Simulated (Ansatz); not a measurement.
## Mo under compression and expansion

```xyz
2
Lattice="0.0000 2.8440 2.8440 2.8440 0.0000 2.8440 2.8440 2.8440 0.0000" Properties=species:S:1:pos:R:3 pbc="T T T"
Mo    0.0000    0.0000    0.0000
Mo    1.4220    1.4220    1.4220
```

Conventional cell: a = 5.688 Å, b = 5.688 Å, c = 5.688 Å, α = 90.00°, β = 90.00°, γ = 90.00°. Mo (atom 1) has 4 Mo at 2.46 Å as nearest neighbours.

The structure comes from a relaxation in the same program, started in the diamond type, and has space group Fd-3m. Whether it is a known phase or the ground state wasn't checked.

Levels of theory: DFT, PBE, all-electron LAPW, scalar-relativistic (Ansatz 0.2.0); DFT, PBE, PAW with Ansatz's default frozen-core files, scalar-relativistic (Ansatz 0.2.0).

For LAPW: a Γ-centred 11×11×11 k mesh, Fermi–Dirac smearing of 0.05 eV, basis error target 0.25 meV/atom, no spin polarisation. PAW takes a cutoff of 420 eV at this cell. The Ansatz runs share mesh, smearing and spin set-up. Plane-wave (PAW) pressures include the program's estimate of the Pulay term.

The cell above is scaled evenly, with fractional coordinates and shape held.

| V/V(cell) | V (Å³/atom) | P, LAPW (GPa) | P, PAW (GPa) |
| --- | --- | --- | --- |
| 0.9500 | 21.854 | 6.00 | 6.00 |
| 0.9750 | 22.429 | 2.80 | 2.80 |
| 1.0000 | 23.004 | -0.01 | -0.01 |
| 1.0250 | 23.579 | -2.50 | -2.51 |
| 1.0500 | 24.154 | -4.72 | -4.72 |

Task: What do Birch–Murnaghan fits to the pressures give?

Result: LAPW: V0 = 23.00 Å³/atom, B0 = 106 GPa, B0′ = 3.9; PAW: V0 = 23.00 Å³/atom, B0 = 106 GPa, B0′ = 3.9.

PAW's V0 lies 0.00 % from the all-electron value and its B0 0.0 %. Symmetry fixes shape and coordinates here, so this is the relaxed modulus.
